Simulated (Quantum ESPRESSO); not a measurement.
# CdTe: dielectric tensor with LDA

Crystal: CdTe.

```
Te Cd
1.0
     0.00000    3.20500    3.20500
     3.20500    0.00000    3.20500
     3.20500    3.20500    0.00000
Te Cd
1 1
Direct
  0.75000 0.75000 0.75000
  0.00000 0.00000 0.00000
```

```json
{
 "Program": "Quantum ESPRESSO 7.5",
 "Task": "dielectric tensor",
 "Functional": "LDA",
 "Potentials or basis": "GBRV 1.5 LDA",
 "Cutoff": "612 eV",
 "Density cutoff": "4898 eV",
 "k mesh": "6 × 6 × 6, shifted",
 "Occupations": "fermi-dirac, width 0.05 eV",
 "Spin": "no spin polarisation",
 "Form of the LDA correlation": "PZ81",
 "Mixing beta": "0.5",
 "Most SCF iterations": "120",
 "SCF threshold": "4e-10 Ry"
}
```

| Item | Value |
| --- | --- |
| Pressure | 0.3 GPa |
| Electronic dielectric tensor (diagonal) | 9.29 |
| Born charges (mean of the diagonal) | Te -2.14; Cd +2.13 e |

Levels at points of the mesh, in eV from the valence-band top:
```csv
k point,band 6,band 7,band 8,band 9,band 10,band 11,band 12,band 13
"(0.08, 0.08, 0.08)",-7.99,-0.72,0.00,0.00,1.30,4.47,4.63,4.63
```

Electronic dielectric tensor:
```
9.29 0.00 0.00
0.00 9.29 0.00
0.00 0.00 9.29
```

Born effective charge tensors (e):
atom 1, Te
```
-2.14  0.00  0.00
 0.00 -2.14  0.00
 0.00  0.00 -2.14
```
atom 2, Cd
```
2.13 0.00 0.00
0.00 2.13 0.00
0.00 0.00 2.13
```

Wall time 2.1 min on 1 thread of Intel(R) Xeon(R) 6975P-C (Granite Rapids), with other jobs on the host, peak memory 0.23 GiB.

Caveat: the mesh is thin for the dielectric tensor, Born charges and intensities, which usually come out too large. Spin-orbit coupling is left out, which matters for the levels of Te.
